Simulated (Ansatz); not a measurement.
**TaN under changes of volume**

One of the cells (10.813 Å³/atom); the others are scaled copies at fixed shape and fractional positions:

```
CELL_PARAMETERS angstrom
0.00000 2.21132 2.21132
2.21132 0.00000 2.21132
2.21132 2.21132 0.00000
ATOMIC_POSITIONS crystal
Ta 0.50000 0.50000 0.50000
N 0.00000 0.00000 0.00000
```

The cell comes from a database or a generator and needn't be the stable form of this composition.

* Program: Ansatz 0.2.0
* Functional: PBEsol
* Dispersion: D3(BJ)
* Potentials or basis: all-electron LAPW, scalar-relativistic
* Cutoff: 355 eV (chosen from the basis error)
* Basis error allowed: 0.001 eV/atom
* k mesh: 10 × 10 × 10
* Occupations: fermi-dirac, width 0.01 eV
* Spin: no spin polarisation
* Hubbard terms: Ta d U = 8 eV

| volume (Å³/atom) | energy over the lowest point (meV/atom) | pressure (GPa) |
| --- | --- | --- |
| 10.164 | ? | ? |
| 10.381 | 0.66 | 4.1 |
| 10.597 | 0.00 | -3.0 |
| 10.813 | 8.35 | -9.3 |
| 11.030 | 24.74 | -14.9 |
| 11.246 | 48.33 | -19.9 |
| 11.462 | 78.34 | -24.4 |

Question: What does the run at 10.164 Å³/atom give?

Answer: Energy over the lowest point 11.39 meV/atom; pressure 12.0 GPa.

Worked out: A Birch-Murnaghan fit of order 3 (a polynomial in V^(-2/3)) to the other rows has its minimum at 10.50 Å³/atom with B0 = V·E''(V) = 338 GPa and B' = 4.3. It gives 11.37 meV/atom at 10.164 Å³/atom, against the run's 11.39, and -dE/dV = 11.9 GPa, against 12.0.

Energies are extrapolated to zero smearing.

Caveats: U is the effective U less J, on atomic orbitals that reach past the spheres; U without spin polarisation on a metal has little footing; pairwise dispersion overbinds metals, which lowers pressure and volume.
